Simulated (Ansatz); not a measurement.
# Σ9 (221) boundary in fcc Au with Si (substitutional): structure and resistance, part 2 of 2

Wanted: what the Σ9 (221) boundary in fcc Au with Si (substitutional) costs an interconnect.

Ansatz 0.2.0; Ansatz plane-wave DFT, PBE, PAW files; relaxation of a bicrystal slab with its lowest layers held; PAW set soft_1 (the session's first sound run).

So far. Step 2 (Relaxing the bicrystal): The largest force component on a free atom ends at 0.0087 eV/Å, under the tolerance of 0.03, after 10 steps.

## (3) Transmission across the boundary

Bulk layers of each grain are laid under and over the relaxed boundary, and a lead is named in the middle of each, away from the free faces. The mesh across the current, 22×8, is finer than the density's, because channels open and close sharply across the zone. Energies from -0.1 to 0.1 eV in steps of 0.05 eV are too few for the program's thermal sum, so it prints no conductance; for a metal the transmission near the Fermi level serves, at a fraction of the cost.

This step: Ansatz plane-wave DFT, PBE, PAW files; ballistic transport by layer matching (Landauer), zero bias; boundary relaxed in a short slab, bulk layers laid on; PAW set soft_1 (Ansatz 0.2.0).

System of this step: Σ9 (221) boundary in fcc Au with Si (substitutional). The cell holds 63 atoms: 62 Au and 1 Si. Cell: a = 2.884 Å, b = 8.651 Å, c = 50.894 Å, α = 90.0°, β = 90.0°, γ = 90.0°. It derives from Au. Regions: lower grain, 26 atoms (26 Au); boundary, 17 atoms (16 Au and 1 Si); upper grain, 20 atoms (20 Au). Vacuum lies along c.

input.yaml reads:

```yaml
crystal:
  lattice:
    - [2.8837582304, 0.0, 0.0]
    - [0.0, 8.6512746911, 0.0]
    - [0.0, 0.0, 50.8943883871]
  atoms:
    - { symbol: Au, position: [-17.0, -9.4444444443, 0.0785941265] }
    - { symbol: Au, position: [-16.5, -9.1666666665, 0.0919493972] }
    - { symbol: Au, position: [-16.0, -8.8888888888, 0.1053046679] }
    - { symbol: Au, position: [-15.5, -8.611111111, 0.1186599386] }
    - { symbol: Au, position: [-15.0, -8.3333333332, 0.1320152093] }
    - { symbol: Au, position: [-14.5, -8.0555555554, 0.1453704799] }
    - { symbol: Au, position: [-14.0, -7.7777777777, 0.1587257506] }
    - { symbol: Au, position: [-13.5, -7.4999999999, 0.1720810213] }
    - { symbol: Au, position: [-13.0, -7.2222222221, 0.185436292] }
    - { symbol: Au, position: [-12.5, -6.9444444443, 0.1987915627] }
    - { symbol: Au, position: [-12.0, -6.6666666666, 0.2121468334] }
    - { symbol: Au, position: [-11.5, -6.3888888888, 0.2255021041] }
    - { symbol: Au, position: [-11.0, -6.111111111, 0.2388573747] }
    - { symbol: Au, position: [-10.5, -5.8333333333, 0.2522126454] }
    - { symbol: Au, position: [-10.0, -5.5555555555, 0.2655679161] }
    - { symbol: Au, position: [-9.5, -5.2777777777, 0.2789231868] }
    - { symbol: Au, position: [-9.0, -4.9999999999, 0.2922784575] }
    - { symbol: Au, position: [-8.5, -4.7222222222, 0.3056337282] }
    - { symbol: Au, position: [-8.0, -4.4444444444, 0.3189889989] }
    - { symbol: Au, position: [-7.5, -4.1666666666, 0.3323442696] }
    - { symbol: Au, position: [-7.0, -3.8888888888, 0.3456995402] }
    - { symbol: Au, position: [-6.5, -3.6111111111, 0.3590548109] }
    - { symbol: Au, position: [-6.0, -3.3333333333, 0.3724100816] }
    - { symbol: Au, position: [-5.5, -3.0555555555, 0.3857653523] }
    - { symbol: Au, position: [-5.0, -2.7777777777, 0.399120623] }
    - { symbol: Au, position: [-4.5, -2.5, 0.4124758937] }
    - { symbol: Au, position: [0.0, 0.7777777778, 0.4258311644] }
    - { symbol: Au, position: [0.5, 0.0521819459, 0.4438154556] }
    - { symbol: Au, position: [0.0, 0.3333697887, 0.456217612] }
    - { symbol: Au, position: [0.5, 0.6259025294, 0.4666828631] }
    - { symbol: Au, position: [0.0, 0.891051651, 0.4868318993] }
    - { symbol: Au, position: [0.5, 0.1842875793, 0.5021821331] }
    - { symbol: Au, position: [0.0, 0.4773045644, 0.5077542032] }
    - { symbol: Au, position: [0.5, 0.7464143389, 0.5342018598] }
    - { symbol: Si, position: [0.0, 0.0107057063, 0.5339902867] }
    - { symbol: Au, position: [0.0, 0.485012748, 0.560831213] }
    - { symbol: Au, position: [0.5, 0.1894696954, 0.5648575559] }
    - { symbol: Au, position: [0.0, 0.8981801859, 0.5816371741] }
    - { symbol: Au, position: [0.5, 0.6336113233, 0.6023242227] }
    - { symbol: Au, position: [0.0, 0.3354619054, 0.610775077] }
    - { symbol: Au, position: [0.5, 0.0583135379, 0.6248915402] }
    - { symbol: Au, position: [0.0, 0.7885875367, 0.6428985791] }
    - { symbol: Au, position: [0.5, 0.4898012916, 0.6543004598] }
    - { symbol: Au, position: [-5.0, -2.7879764861, 0.6676557304] }
    - { symbol: Au, position: [-5.5, -3.0657542639, 0.6810110011] }
    - { symbol: Au, position: [-6.0, -3.3435320417, 0.6943662718] }
    - { symbol: Au, position: [-6.5, -3.6213098195, 0.7077215425] }
    - { symbol: Au, position: [-7.0, -3.8990875972, 0.7210768132] }
    - { symbol: Au, position: [-7.5, -4.176865375, 0.7344320839] }
    - { symbol: Au, position: [-8.0, -4.4546431528, 0.7477873546] }
    - { symbol: Au, position: [-8.5, -4.7324209306, 0.7611426253] }
    - { symbol: Au, position: [-9.0, -5.0101987083, 0.7744978959] }
    - { symbol: Au, position: [-9.5, -5.2879764861, 0.7878531666] }
    - { symbol: Au, position: [-10.0, -5.5657542639, 0.8012084373] }
    - { symbol: Au, position: [-10.5, -5.8435320417, 0.814563708] }
    - { symbol: Au, position: [-11.0, -6.1213098194, 0.8279189787] }
    - { symbol: Au, position: [-11.5, -6.3990875972, 0.8412742494] }
    - { symbol: Au, position: [-12.0, -6.676865375, 0.8546295201] }
    - { symbol: Au, position: [-12.5, -6.9546431527, 0.8679847907] }
    - { symbol: Au, position: [-13.0, -7.2324209305, 0.8813400614] }
    - { symbol: Au, position: [-13.5, -7.5101987083, 0.8946953321] }
    - { symbol: Au, position: [-14.0, -7.7879764861, 0.9080506028] }
    - { symbol: Au, position: [-14.5, -8.0657542638, 0.9214058735] }
kpoints:
  mp_grid: { grid: [9, 3, 1] }
hamiltonian:
  xc: pbe
  pseudopotentials: { kind: paw, azcp: { folder: soft_1 } }
scf:
  occupations: { method: fermi_dirac, width: 0.1 }
output:
  transmission:
    leads: [[14, 15], [51, 52]]
    kmesh: [22, 8]
    e_range: [-0.1, 0.1]
    de: 0.05
  write_potential: true
  write_density: true
  volumetric_format: npy
  elf: true
```

Command:

```bash
> ansatz run input.yaml --threads 8 --pin off --max-ram 15360MiB --backend cpu --events-out ev --progress --plain --runs-dir out
```

Numbers of over 12 decimals in the logs are rounded to 6 here.

What it wrote:

```text
[...]
Crystal: 63 atoms, lattice volume = 1269.723 Å³
Basis set: ecut = 420 eV, 24863 PW (Γ)
Bands: 710, of which v1, the nominal top of the filled ones, is band 591 counted from 1 (590 counted from 0)
Symmetry: 2 space group operations
[...]
k-points: 10 of 27 (time reversal used)
[...]
SCF iter   1: F=—  HF=-816023.469233 eV  |F-HF|=—  |Δ(HF+E_count)|=         —  Δρ=6.26e-2  dr2=6.94e1  ethr=3.10e-3  ⟨swp⟩=5.7  Hψ=23951  notcnv=0  defer=452
[...]
SCF iter  10: F=-816007.045346 eV  HF=-816007.045346 eV  |F-HF|=8.73e-9  |Δ(HF+E_count)|=   1.12e-7  Δρ=1.13e-6  dr2=2.57e-8  ethr=8.46e-12  ⟨swp⟩=13.0  Hψ=32439  notcnv=0
SCF 1 converged in 10 iterations: F = -816007.045346 eV  dr2 = 2.57e-8
[...]
transmission: 234 of 2340 steps passed
transmission: 468 of 2340 steps passed
[...]
transmission: 2340 of 2340 steps passed
WARN: The output density's exchange-correlation potential varies sharply where the density is thin. Do not read a vacuum level from v_tot or v_xc, or from such a field of the output density. On a cell that repeats whose density bears no net charge and no dipole along the vacuum's axis use v_es (v_loc + v_h of the components); under efield.dipole_correction with no amplitude use v_es + v_field, which holds any externa [...]
SCF converged after 10 iterations
Free energy (F): -816007.045346 eV
[...]
Internal energy: -816006.504100 eV  (E = F + TS)
E sigma→0 (E₀):  -816006.774723 eV
Entropy (-TS):   -0.541246 eV (-8.591 meV/atom)
Fermi energy:    16.449687 eV
[...]
--- Band table (eV; the first three rows and the last of 10) ---
  k-point 0: bands = [... 587 lower, 14.6984, 14.7398, 14.7665, 14.8676, 14.8881, 14.8952, 15.0113, 15.1424, ... 115 higher]
  k-point 1: bands = [... 587 lower, 14.7263, 14.7781, 14.7974, 14.8304, 14.8371, 14.9113, 15.0848, 15.1254, ... 115 higher]
  k-point 2: bands = [... 587 lower, 14.8019, 14.8808, 14.9168, 15.0127, 15.1049, 15.2809, 15.4629, 15.5047, ... 115 higher]
  k-point 9: bands = [... 587 lower, 17.2761, 17.3975, 17.4416, 17.5000, 17.5275, 17.6302, 17.6984, 17.7334, ... 115 higher]
--- Transmission ---
  basis      : 221 plane waves across, 39 finite elements along
  points     : 60, standing for a mesh of 22 x 8
  energies   : 5 from -0.100000 to 0.100000 eV about the Fermi level, 0.050000 eV apart; the leads are filled to 0.000000 eV, and channels, transmission and decay are at 0.000000 eV
  crystal 0  : Au4, at the sites [14, 15], period 2.7188 Å, over 18.35 Å; its Hamiltonian steps by up to 48.9 meV: too much for a lead, lay more layers or, if its atoms are ordered, name the step of that order
    offset         : up to 0.0000 Å between an atom of the period and one for which it stands
    channels       : 2.903409e0 a spin
    conductance    : none, the energies end too early or step too widely for 300 K: set another output.transmission.e_range or a lower de, or, where they end at an eighth of basis.ecutwfc, a higher one
[...]
channels       : 2.903409e0 a spin
[...]
junction   : crystal 0 to crystal 1, 13.18 to 37.72 Å
    transmission   : 1.895862e0 a spin
[...]
```

Run time: 13 min. Hardware: 8 threads of Arm Neoverse V2, shared host; peak memory 10 GiB; 1.5 h of CPU time.

The column dr2 measures how far the density is from self-consistency, as an energy; F and HF (Harris–Foulkes) agree once it is small.

This step gave:

```
free energy                                    : -816007.0453 eV
energy at zero smearing                        : -816006.7747 eV
Fermi energy                                   : 16.45 eV
cell area                                      : 24.95 Å²
transmission per spin nearest the Fermi level  : 1.896
open channels per spin nearest the Fermi level : 2.903
open channels per spin, upper lead             : 2.903
step of the lead's potential                   : 48.9 meV
step of the upper lead's potential             : 47.3 meV
```

Per spin. Table of transmission, zone mean by energy, zero at the Fermi level:

| energy (eV) | transmission, zone mean |
| --- | --- |
| -0.1000 | 1.92 |
| -0.0500 | 1.91 |
| 0.0000 | 1.90 |
| 0.0500 | 1.88 |
| 0.1000 | 1.90 |

Per spin. Table of open channels, zone mean by energy, zero at the Fermi level:

| energy (eV) | lead | upper lead |
| --- | --- | --- |
| -0.1000 | 2.84 | 2.84 |
| -0.0500 | 2.84 | 2.86 |
| 0.0000 | 2.90 | 2.90 |
| 0.0500 | 2.89 | 2.88 |
| 0.1000 | 2.86 | 2.86 |

Transmission over k1 and k2. At 0.0000 eV from the Fermi level.

Ten even steps from '0' (0.77) to '9' (2.62):
```
3454456486222684654454
4314589774555477985413
5468699998656899996864
5469699999767999996964
5468699998656899996864
4314589774555477985413
3454456486222684654454
3466261580000085162664
```
Columns: k1 (b1) from -0.5 to 0.455; rows upwards: k2 (b2) from -0.5 to 0.375.

Open channels over k1 and k2. At 0.0000 eV from the Fermi level.

Values, 8 rows by 16 columns, each cell a mean:
```
3.45 2.00 2.00 2.36 3.00 3.00 3.45 3.27 3.00 3.55 3.18 3.00 3.00 2.09 2.00 2.00
3.73 2.45 2.82 3.00 3.00 3.00 3.00 3.73 3.27 3.45 3.00 3.00 3.00 3.00 2.55 2.73
3.73 3.00 3.00 3.00 3.00 3.00 3.00 3.00 3.00 3.00 3.00 3.00 3.00 3.00 3.00 3.00
3.73 3.00 3.00 3.00 3.00 3.00 3.00 3.00 3.00 3.00 3.00 3.00 3.00 3.00 3.00 3.00
3.73 3.00 3.00 3.00 3.00 3.00 3.00 3.00 3.00 3.00 3.00 3.00 3.00 3.00 3.00 3.00
3.73 2.45 2.82 3.00 3.00 3.00 3.00 3.73 3.27 3.45 3.00 3.00 3.00 3.00 2.55 2.73
3.45 2.00 2.00 2.36 3.00 3.00 3.45 3.27 3.00 3.55 3.18 3.00 3.00 2.09 2.00 2.00
3.45 2.00 2.00 2.00 2.00 3.82 3.09 2.00 2.00 2.00 3.64 3.27 2.00 2.00 2.00 2.00
```
Columns: k1 (b1) from -0.5 to 0.455; rows upwards: k2 (b2) from -0.5 to 0.375.

Electrostatic potential energy in the cb plane at fractional x = 0.000, with atoms of Au and Si within 0.2 Å of it. With pseudopotentials it is smooth inside the atoms' cores, unlike the true potential.

Values in eV, 12 rows by 16 columns, each cell a mean:
```
 18  17  19  17  19   7 -26   3  -6  -3  -3 -27  10  18  16  18
 19  18   9 -12  13   3 -31   0  15  16  -4 -29   8   9 -17   9
  3  13  -4 -32   4  15   1  15  17  18  15   4  17   0 -32   0
-30  -8   8 -14  13  18  19  20  18  18  20  19  18  12  -9  12
-24  -3  18  17  19  17  18  12  17  15   9  18  17  19  18  18
 11  16  17  19  19  18   9 -25   1  -5 -26  11  18  19  18  18
 18  19  18  18   7   8   6 -30  -3  -6 -28  10   4  10  18  18
 17  15  14  17 -22 -19  15   2  15  15   6  13 -26 -15  18  15
 17 -12 -16  15 -17 -14  18  18  20  20  18  16 -20  -9  14 -18
 13 -19 -24  16  14  15  18  17  18  18  17  19  14  16  11 -30
  7   7   5  18  18  20  19  17   6   8  17  19  19  18  17  -4
 14  18  19  19  17  18  13  15  -8  -7  15  11  18  17  19  18
```
Columns run along c (16.0 Å, from fractional 0.36 to 0.68 of the cell; values clipped at the 3rd and 97th percentile), rows up along b (8.7 Å). Atoms in or near the plane, at fractional coordinates: Au at (0.37, 0.67), Au at (0.40, 0.22), Au at (0.43, 0.78), Au at (0.46, 0.33), Au at (0.49, 0.89), Au at (0.51, 0.48), Si at (0.53, 0.01), Au at (0.56, 0.49), Au at (0.58, 0.90), Au at (0.61, 0.34), Au at (0.64, 0.79), Au at (0.67, 0.21).

ELF in the cb plane at fractional x = 0.000, with atoms of Au and Si within 0.2 Å of it. It is the smooth field of the valence electrons, not physical close to the nuclei.

Values, 12 rows by 16 columns, each cell a mean:
```
0.17 0.20 0.16 0.19 0.19 0.30 0.55 0.41 0.58 0.57 0.41 0.57 0.28 0.19 0.21 0.18
0.15 0.20 0.28 0.44 0.23 0.31 0.63 0.35 0.39 0.36 0.38 0.61 0.27 0.27 0.48 0.28
0.33 0.25 0.37 0.67 0.31 0.21 0.36 0.22 0.20 0.19 0.22 0.33 0.20 0.35 0.67 0.34
0.62 0.40 0.29 0.46 0.25 0.20 0.16 0.12 0.19 0.19 0.12 0.16 0.20 0.25 0.42 0.26
0.54 0.36 0.20 0.20 0.16 0.20 0.19 0.27 0.21 0.23 0.29 0.19 0.20 0.15 0.18 0.20
0.26 0.20 0.20 0.16 0.14 0.19 0.28 0.56 0.33 0.38 0.57 0.25 0.19 0.13 0.17 0.20
0.17 0.13 0.19 0.18 0.30 0.29 0.30 0.63 0.37 0.40 0.59 0.27 0.32 0.28 0.19 0.18
0.19 0.22 0.24 0.21 0.54 0.51 0.23 0.34 0.23 0.24 0.31 0.25 0.58 0.47 0.20 0.22
0.20 0.44 0.48 0.22 0.49 0.47 0.21 0.20 0.10 0.12 0.20 0.23 0.52 0.42 0.23 0.48
0.24 0.51 0.56 0.21 0.24 0.23 0.18 0.21 0.19 0.20 0.21 0.17 0.24 0.22 0.26 0.64
0.29 0.30 0.32 0.18 0.20 0.13 0.15 0.26 0.51 0.50 0.23 0.13 0.14 0.20 0.20 0.38
0.23 0.20 0.14 0.16 0.20 0.18 0.25 0.35 0.53 0.54 0.31 0.28 0.18 0.20 0.15 0.16
```
Columns run along c (16.0 Å, from fractional 0.36 to 0.68 of the cell), rows up along b (8.7 Å). Atoms in or near the plane, at fractional coordinates: Au at (0.37, 0.67), Au at (0.40, 0.22), Au at (0.43, 0.78), Au at (0.46, 0.33), Au at (0.49, 0.89), Au at (0.51, 0.48), Si at (0.53, 0.01), Au at (0.56, 0.49), Au at (0.58, 0.90), Au at (0.61, 0.34), Au at (0.64, 0.79), Au at (0.67, 0.21).

Valence density in the cb plane at fractional x = 0.000, with atoms of Au and Si within 0.2 Å of it. It is the smooth field of the valence electrons, not physical close to the nuclei.

Ten even steps from '0' (0 e/Å³) to '9' (14 e/Å³), each cell a mean:
```
00000000000000001221000000000133200000000000
00000000000000003773000000000378510000000000
00000000010000014984000000000379510000011000
00000001343000002542000000000134200000365200
00000002696100000110000000000001000001598300
12200002685100000000000000000000000000366200
36620000232000000000000000000000000000122000
49840000000000000000000000000000000000000000
35520000000000000000000000000000000000000000
01100000000000000000110000011100000000000000
00000000000000000002542000146310000000000000
00000000000000000014983000279610000000000000
00000000000000000014773000257410000000000000
00000000000023310001221000012100013420000000
00000000000158620000000000000000026851000000
00001110000158720000000000000000027851000001
00013641000024310000000000000000013420000134
00015972000001000000000000000000000000000279
00014752000000000000000000000000000000000268
10001220000000000000000000000000000000000123
10000000000000000000000000000000000000000000
00000000000000000000000000000000000000000000
00000000000000000000000000000000000000000000
```
Columns run along c (16.0 Å, from fractional 0.36 to 0.68 of the cell), rows up along b (8.7 Å). Atoms in or near the plane, at fractional coordinates: Au at (0.37, 0.67), Au at (0.40, 0.22), Au at (0.43, 0.78), Au at (0.46, 0.33), Au at (0.49, 0.89), Au at (0.51, 0.48), Si at (0.53, 0.01), Au at (0.56, 0.49), Au at (0.58, 0.90), Au at (0.61, 0.34), Au at (0.64, 0.79), Au at (0.67, 0.21).

Over the solved energies the transmission per spin lies between 1.88 and 1.92, out of 2.86 channels of the lead on average (up to 2.90). The log calls the step of a lead's potential too much.

## (4) Specific resistance

This step: Ansatz plane-wave DFT, PBE, PAW files; ballistic transport by layer matching (Landauer), zero bias; specific resistance of the boundary; PAW set soft_1 (Ansatz 0.2.0).

This step gave:

- area resistance: 0.5714 fΩ m²
- T over the leads' mean channel count: 0.6629

Averaged over the energies near the Fermi level, 66.3 % of the channels pass, which makes 0.571 fΩ m².

By hand, with T and the leads' channels N averaged over the energies near the Fermi level: RA = A (h/2e²)(1/T − ½[1/N₁ + 1/N₂]) = 24.95×10⁻²⁰ m² × 12 906 Ω × (1/1.900 − ½[1/2.865 + 1/2.867]) = 0.571 fΩ m².

## (5) Results

```yaml
specific_resistance_of_the_boundary: 0.571 fΩ m²
share_of_channels_that_pass: 0.663
```

The boundary has a specific resistance of 0.57 fΩ m². The boundary reflects 34 % of the channels; 0.57 fΩ m² is 5.7×10⁻¹² Ω·cm². That equals the resistance of 25 nm of bulk Au at 300 K (measured 2.271 µΩ cm, CRC Handbook of Chemistry and Physics, 84th ed., 2003, Electrical Resistivity of Pure Metals). One Si in 24.9 Å² of boundary is a high coverage. Each plane of this narrow cell holds one atom, so the solute fills a whole plane. One starting structure was relaxed; another shift or atom count at the boundary may lie lower. Spin-orbit coupling is left out, which matters for Au. A lead's potential steps by up to 49 meV from period to period, which the log calls too much, so longer leads could move the result.

[Logs are printed without paths, hosts, clocks, repeated set-up lines and the standing remarks that a program may print on its own settings, such as how far it seeks lower states.]

[Hosts, paths, dates, database ids (printed as entryN), source tags and the programs' standing remarks are cut or masked in the printed files.]
